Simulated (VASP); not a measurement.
# AgCl (Immm) in VASP: notebook

Runs on AgCl. Level: PBE. Tasks: single point.

Everything below comes from runs of VASP 6.6.1. Logs are shortened: lines on timing, memory, paths and dates and some standing lists are left out, and cuts for length are marked.

### 1 The cell of the first run

It takes space group Immm (No. 71, orthorhombic). The conventional cell has a = 3.853 Å, b = 3.990 Å, c = 5.546 Å, α = 90.00°, β = 90.00°, γ = 90.00°. Ag (site symmetry mmm) is surrounded by 6 Cl at 2.77 Å. Cl (site symmetry mmm) has 6 Ag at 2.77 Å as nearest neighbours.

### 2 Single point, PBE (strain +0.0350 x Voigt [0, 0, 0, 1, 0, 0], atoms carried along)

INCAR

```
PREC = Accurate
ENCUT = 520
EDIFF = 1E-6
ISMEAR = 0
SIGMA = 0.05
LREAL = False
LASPH = True
NELM = 100
ALGO = Normal
ISIF = 2
LWAVE = False
LCHARG = False
GGA = PE
NBANDS = 16
```

KPOINTS

```
regular mesh
0
Gamma
  8 8 8
```

POSCAR

```
AgCl
1.0
    0.0000000000      2.8216801250      2.8216801250
    2.7731500000      0.0485301250      2.7731500000
    2.7731500000      2.7731500000      0.0485301250
Ag Cl
1 1
Direct
    0.5000000000      0.5000000000      0.5000000000
    0.0000000000      0.0000000000      0.0000000000
```

Potentials or basis: VASP PAW PBE potentials, release 64 (Ag, Cl).

Launch:

```
$ cat potpaw_PBE.64/Ag/POTCAR potpaw_PBE.64/Cl/POTCAR > POTCAR
$ mpirun -np 1 vasp_std > vasp.out
```

OUTCAR:

```text
PREC = Accurate
   ENCUT = 520
   EDIFF = 1E-6
   ISMEAR = 0
   LREAL = False
   LASPH = True
   NELM = 100
   ISIF = 2
   GGA = PE

 ion  position               nearest neighbor table
   1  0.500  0.500  0.500-   2 2.77   2 2.77   2 2.77   2 2.77   2 2.77   2 2.77
   2  0.000  0.000  0.000-   1 2.77   1 2.77   1 2.77   1 2.77   1 2.77   1 2.77

  LATTYP: Found a body centered orthorhombic cell.
 ALAT       =     3.8531943795
 B/A-ratio  =     1.0356234097
 C/A-ratio  =     1.4394031169

  Lattice vectors:

 A1 = (  -2.7731500000,   2.7731500000,   0.0485301250)
 A2 = (  -2.7731500000,  -2.7731500000,  -0.0485301250)
 A3 = (   2.7731500000,   0.0485301250,   2.7731500000)

Analysis of symmetry for initial positions (statically):
=====================================================================
 Subroutine PRICEL returns:
 Original cell was already a primitive cell.

 Routine SETGRP: Setting up the symmetry group for a
 body centered orthorhombic supercell.

 Subroutine GETGRP returns: Found  8 space group operations
 (whereof  8 operations were pure point group operations)
 out of a pool of  8 trial point group operations.

The static configuration has the point symmetry D_2h.

Analysis of symmetry for dynamics (positions and initial velocities):
=====================================================================
 Subroutine PRICEL returns:
 Original cell was already a primitive cell.

 Routine SETGRP: Setting up the symmetry group for a
 body centered orthorhombic supercell.

 Subroutine GETGRP returns: Found  8 space group operations
 (whereof  8 operations were pure point group operations)
 out of a pool of  8 trial point group operations.

The dynamic configuration has the point symmetry D_2h.

 Subroutine INISYM returns: Found  8 space group operations
 (whereof  8 operations are pure point group operations),
 and found     1 'primitive' translations

----------------------------------------------------------------------------------------

                                     Primitive cell

  volume of cell :      42.6400

  direct lattice vectors                    reciprocal lattice vectors
     0.000000000  2.821680125  2.821680125    -0.180300380  0.177199391  0.177199391
     2.773150000  0.048530125  2.773150000     0.180300380 -0.183511838  0.183511838
     2.773150000  2.773150000  0.048530125     0.180300380  0.183511838 -0.183511838

  length of vectors
     3.990458301  3.922126594  3.922126594     0.308719088  0.316008570  0.316008570

  position of ions in fractional coordinates (direct lattice)
     0.500000000  0.500000000  0.500000000
     0.000000000  0.000000000  0.000000000

  ion indices of the primitive-cell ions
   primitive index   ion index
                 1           1
                 2           2

----------------------------------------------------------------------------------------

 KPOINTS: regular mesh

Automatic generation of k-mesh.
 Grid dimensions read from file:
 generate k-points for:    8    8    8

 Generating k-lattice:

  Cartesian coordinates                     Fractional coordinates (reciprocal lattice)
    -0.022537548  0.022149924  0.022149924     0.125000000 -0.000000000 -0.000000000
     0.022537548 -0.022938980  0.022938980     0.000000000  0.125000000  0.000000000
     0.022537548  0.022938980 -0.022938980     0.000000000  0.000000000  0.125000000

  Length of vectors
     0.038589886  0.039501071  0.039501071

  Shift w.r.t. Gamma in fractional coordinates (k-lattice)
     0.000000000  0.000000000  0.000000000

 Subroutine IBZKPT returns following result:
 ===========================================

 Found     95 irreducible k-points:

 Following reciprocal coordinates:
            Coordinates               Weight
  0.000000  0.000000  0.000000      1.000000
  0.125000  0.000000 -0.000000      4.000000
  0.250000  0.000000 -0.000000      4.000000
  0.375000  0.000000  0.000000      4.000000
  0.500000  0.000000 -0.000000      2.000000
  0.000000  0.125000  0.000000      4.000000
[... 16 lines left out ...]
  0.125000  0.375000  0.000000      8.000000
  0.250000  0.375000  0.000000      8.000000
 [... further k-points ...]
   k-points           NKPTS =     95   k-points in BZ     NKDIM =     95   number of bands    NBANDS=     16
   number of dos      NEDOS =    301   number of ions     NIONS =      2
   total plane-waves  NPLWV =  27000
   dimension x,y,z NGX =    30 NGY =   30 NGZ =   30
   dimension x,y,z NGXF=    60 NGYF=   60 NGZF=   60
   ions per type =               1   1
   NGX,Y,Z   is equivalent  to a cutoff of  12.50, 12.72, 12.72 a.u.
   NGXF,Y,Z  is equivalent  to a cutoff of  25.00, 25.43, 25.43 a.u.
 SYSTEM =  unknown system
   PREC   = accura    normal or accurate (medium, high low for compatibility)
   ISTART =      0    job   : 0-new  1-cont  2-samecut
   ICHARG =      2    charge: 1-file 2-atom 10-const
   ISPIN  =      1    spin polarized calculation?
   LNONCOLLINEAR =      F non collinear calculations
   LSORBIT =      F    spin-orbit coupling
   LASPH  =      T    aspherical Exc in radial PAW
   ENCUT  =  520.0 eV  38.22 Ry    6.18 a.u.   7.42  7.29  7.29*2*pi/ulx,y,z
   NELM   =    100;   NELMIN=  2; NELMDL= -5     # of ELM steps
   EDIFF  = 0.1E-05   stopping-criterion for ELM
   LREAL  =      F    real-space projection
   EDIFFG = 0.1E-04   stopping-criterion for IOM
   NSW    =      0    number of steps for IOM
   IBRION =     -1    ionic relax: 0-MD 1-quasi-New 2-CG
   NFREE  =      0    steps in history (QN), initial steepest desc. (CG)
   ISIF   =      2    stress and relaxation
   ISYM   =      2    0-nonsym 1-usesym 2-fastsym
   POTIM  = 0.5000    time-step for ionic-motion
   TEBEG  =    0.0;   TEEND  =   0.0 temperature during run
   PSTRESS=    0.0 pullay stress
   NELECT =      18.0000    total number of electrons
   NUPDOWN=      -1.0000    fix difference up-down
   EMIN   =  10.00;   EMAX   =-10.00  energy-range for DOS
   EFERMI =   0.00;   METHOD = LEGACY
   ISMEAR =     0;   SIGMA  =   0.05  broadening in eV -4-tet -1-fermi 0-gaus
   EFERMI_NEDOS =   21; number of points for ismear=-14 and -15
   IALGO  =     38    algorithm
   IMIX   =      4    mixing-type and parameters
     AMIX     =   0.40;   BMIX     =  1.00
     AMIX_MAG =   1.60;   BMIX_MAG =  1.00
  volume/ion in A,a.u.               =      21.32       143.87
  Fermi-wavevector in a.u.,A,eV,Ry     =   1.228080  2.320735 20.520040  1.508180
  Thomas-Fermi vector in A             =   2.363019
   LORBIT       =      0    0 simple, 1 ext, 2 COOP (PROOUT), +10 PAW based schemes
   GGA     = PE    functional components
   LHFCALC =     F    Hartree Fock is set to
   AEXX    =    0.0000 exact exchange contribution
   IVDW    =     0    specifies the selected vdW correction
   LEPSILON=     F    determine dielectric tensor
   LRPA    =     F    only Hartree local field effects (RPA)
 non-spin polarized calculation
 Gauss-broadening in eV      SIGMA  =   0.05
  energy-cutoff  :      520.00
  volume of cell :       42.64
 maximum number of plane-waves:      1167
 NGX is ok and might be reduce to    30
   NGX = 15   NGY = 15   NGZ = 15

 number of electron      18.0000001 magnetization

 Free energy of the ion-electron system (eV)
  ---------------------------------------------------
  ext. energy  EPLUGINS =         0.00000000
  ---------------------------------------------------
  free energy    TOTEN  =        -5.39342155 eV

  energy without entropy =       -5.39342155  energy(sigma->0) =       -5.39342155

 E-fermi :   4.0919     XC(G=0):  -9.9677

 val. band max:        3.8497921100   @ k =   0.0000   0.5000   0.0000
 cond. band min:       4.7255107169   @ k =   0.0000   0.0000   0.0000
 fundamental gap:      0.8757186069
 Fermi energy:         4.0919425924

 k-point     1 :       0.0000    0.0000    0.0000
  band No.  band energies     occupation
      1     -11.3279      2.00000
      2       1.3533      2.00000
      3       1.3666      2.00000
      4       1.4060      2.00000
      5       1.4225      2.00000
      6       1.4247      2.00000
[... 8 lines left out ...]
     15      17.0199      0.00000
     16      17.1878      0.00000

 k-point     2 :       0.1250    0.0000   -0.0000
  band No.  band energies     occupation
      1     -11.2700      2.00000
      2       0.6276      2.00000
      3       0.7150      2.00000
      4       0.7871      2.00000
      5       1.4303      2.00000
      6       1.4558      2.00000
[... 8 lines left out ...]
     15      16.0175      0.00000
     16      16.6755      0.00000

 k-point     3 :       0.2500    0.0000   -0.0000
  band No.  band energies     occupation
      1     -11.1246      2.00000
      2      -0.3889      2.00000
      3       0.1445      2.00000
      4       0.2299      2.00000
      5       1.5461      2.00000
      6       1.5754      2.00000
[... 8 lines left out ...]
     15      16.2806      0.00000
     16      16.5608      0.00000

 k-point     4 :       0.3750    0.0000    0.0000
  band No.  band energies     occupation
      1     -10.9701      2.00000
      2      -1.1556      2.00000
      3      -0.2166      2.00000
      4      -0.1255      2.00000
      5       1.6645      2.00000
      6       1.6995      2.00000
[... 8 lines left out ...]
     15      16.9222      0.00000
     16      17.1207      0.00000
[... 324 lines left out ...]
 k-point    22 :       0.0000    0.3750    0.0000
  band No.  band energies     occupation
      1     -10.9424      2.00000
      2      -1.1123      2.00000
      3      -0.2867      2.00000
      4      -0.2042      2.00000
      5       1.6813      2.00000
      6       1.7075      2.00000
[... 8 lines left out ...]
     15      16.8159      0.00000
     16      17.1434      0.00000

 k-point    23 :       0.1250    0.3750    0.0000
  band No.  band energies     occupation
      1     -10.9714      2.00000
      2      -0.9023      2.00000
      3      -0.1548      2.00000
      4       0.0353      2.00000
      5       1.5350      2.00000
      6       1.7226      2.00000
[... 8 lines left out ...]
     15      17.5574      0.00000
     16      17.7889      0.00000

 k-point    24 :       0.2500    0.3750    0.0000
  band No.  band energies     occupation
      1     -10.9632      2.00000
      2      -0.8021      2.00000
      3       0.3098      2.00000
      4       0.4222      2.00000
      5       1.3124      2.00000
      6       1.7182      2.00000
[... 8 lines left out ...]
     15      18.4729      0.00000
     16      19.4361      0.00000

 [... further k-points ...]

------------------------ aborting loop because EDIFF is reached ----------------------------------------

  FORCE on cell =-STRESS in cart. coord.  units (eV):
  Direction    XX          YY          ZZ          XY          YZ          ZX
  --------------------------------------------------------------------------------------
  -------------------------------------------------------------------------------------
  Total        0.3865097      0.3901022      0.3901022      0.0000000     -0.0502789      0.0000000
  in kB       14.5229175     14.6579062     14.6579062      0.0000000     -1.8892056      0.0000000
  external PRESSURE =      14.6129100 kB  Pullay stress =       0.0000000 kB

 VOLUME and BASIS-vectors are now :
 -----------------------------------------------------------------------------
  energy-cutoff  :      520.00
  volume of cell :       42.64
      direct lattice vectors                 reciprocal lattice vectors
     0.000000000  2.821680125  2.821680125    -0.180300380  0.177199391  0.177199391
     2.773150000  0.048530125  2.773150000     0.180300380 -0.183511838  0.183511838
     2.773150000  2.773150000  0.048530125     0.180300380  0.183511838 -0.183511838

 POSITION                                       TOTAL-FORCE (eV/Angst)
 -----------------------------------------------------------------------------------
      2.77315      2.82168      2.82168        -0.000000     -0.000000     -0.000000
      0.00000      0.00000      0.00000         0.000000      0.000000      0.000000
 -----------------------------------------------------------------------------------
    total drift:                                0.000000      0.000000      0.000000

  FREE ENERGIE OF THE ION-ELECTRON SYSTEM (eV)
  ---------------------------------------------------
  free  energy   TOTEN  =        -5.3934215535 eV

  energy  without entropy=       -5.3934215535  energy(sigma->0) =       -5.39342155
```

It took 25 s on 1 thread of Intel Xeon 6975P-C (Granite Rapids), shared host; peak memory 0.21 GiB.

Results:

```
Free energy            : -5.3934 eV
Pressure               : 1.5 GPa
Band gap on the k mesh : 0.88 eV, indirect (least direct gap 3.15 eV)
```

A k mesh can miss the band edges.

### 3 Single point, PBE (strain +0.0050 x Voigt [0, 0, 0, 1, 0, 0], atoms carried along)

INCAR

```
SYSTEM = AgCl
ALGO = Normal ; EDIFF = 1E-6
ENCUT = 520 ; GGA = PE
ISIF = 2 ; ISMEAR = 0
LASPH = .True. ; LCHARG = .False.
LREAL = .False. ; LWAVE = .False.
NBANDS = 16 ; NELM = 100
PREC = Accurate ; SIGMA = 0.05
```

KPOINTS

```
k-points
0
Gamma
  8 8 8
  0 0 0
```

POSCAR

```
AgCl
1.0
    0.0000000000      2.7800828750      2.7800828750
    2.7731500000      0.0069328750      2.7731500000
    2.7731500000      2.7731500000      0.0069328750
Ag Cl
1 1
Direct
    0.5000000000      0.5000000000      0.5000000000
    0.0000000000      0.0000000000      0.0000000000
```

Potentials or basis: VASP PAW PBE potentials, release 64 (Ag, Cl).

Launch:

```
$ cat potpaw_PBE.64/Ag/POTCAR potpaw_PBE.64/Cl/POTCAR > POTCAR
$ mpirun -np 1 vasp_std > vasp.out
```

It took 30 s on 1 thread of Intel Xeon 6975P-C (Granite Rapids), shared host; peak memory 0.21 GiB.

It converged, with:

| Property | Result |
| --- | --- |
| Free energy | -5.3944 eV |
| Pressure | 1.5 GPa |
| Band gap on the k mesh | 0.90 eV, indirect (least direct gap 3.18 eV) |

Levels at points of the mesh, in eV from the valence-band top:
```csv
k point,band 5,band 6,band 7,band 8,band 9,band 10,band 11,band 12,band 13,band 14
"(0.00, 0.00, 0.00)",-2.40,-2.40,-2.34,-2.33,-2.32,0.90,10.82,10.85,10.88,12.38
"(0.50, 0.00, 0.00)",-2.08,-2.08,-1.77,-0.01,0.00,4.25,6.52,7.67,7.70,13.59
"(0.00, 0.50, 0.00)",-2.08,-2.07,-1.76,-0.01,0.00,4.23,6.54,7.64,7.67,13.56
"(0.50, 0.50, 0.00)",-2.77,-2.21,-1.96,-1.96,-1.87,2.38,8.02,8.63,11.51,11.51
"(0.00, 0.50, 0.50)",-2.77,-2.21,-1.96,-1.96,-1.87,2.38,8.02,8.63,11.48,11.53
```

A k mesh can miss the band edges.
